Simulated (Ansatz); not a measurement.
# Calculated quadrupolar parameters for Al₂O₃ under strain

The cell is a diffraction structure from the COD, relaxed with PBE at fixed cell and then changed (z stretched by 3 %, ions relaxed).

```xyz
10
Lattice="2.3802 1.3742 4.4618 -2.3802 1.3742 4.4618 0.0000 -2.7485 4.4618" Properties=species:S:1:pos:R:3 pbc="T T T"
Al    0.0000    0.0000    4.7014
Al    0.0000    0.0000    1.9913
Al    0.0000    0.0000    8.6841
Al    0.0000    0.0000   11.3941
O    -0.9187    1.3742    7.8082
O    -0.7308   -1.4827    7.8082
O     1.6495    0.1085    7.8082
O     0.9187   -1.3742    5.5773
O     0.7308    1.4827    5.5773
O    -1.6495   -0.1085    5.5773
```

Sites (sets of like atoms) are named by element and the number of their first atom in this list.

Level of theory: DFT, PBE, plane waves and PAW, scalar-relativistic, 420 eV cutoff, Γ-centred 8×8×8 k-points, Fermi–Dirac smearing 0.02 eV (Ansatz 0.2.0).

Conventions: |V_zz| ≥ |V_yy| ≥ |V_xx|, η = (V_xx − V_yy)/V_zz, C_Q = eQV_zz/h. Directions are in the Cartesian axes of the cell vectors above, for the atom listed; none is given where the gradient is under 0.02 or η is above 0.95.

```csv
site,first atom,first shell,V_zz (10²¹ V/m²),η,"direction of V_zz (x, y, z)"
Al,1,6 O at 1.87–1.99 Å,0.32,0.00,0.00 0.00 1.00
O,5,4 Al at 1.87–1.99 Å; also 2 Al at 3.23 Å,-4.11,0.77,0.00 0.77 0.64
```

An axis of threefold or higher order runs through Al, so V_zz lies along it and η is zero.

The relaxation (4 steps) took 7.6 s of wall time (24 s of CPU time) and 0.54 GiB at its peak, on 4 threads of Intel Xeon Platinum 8488C (Sapphire Rapids) (x86_64; 16 cores open to the job, memory cap 8.0 GiB, no GPU), a shared host with a load of 0.4 a core.
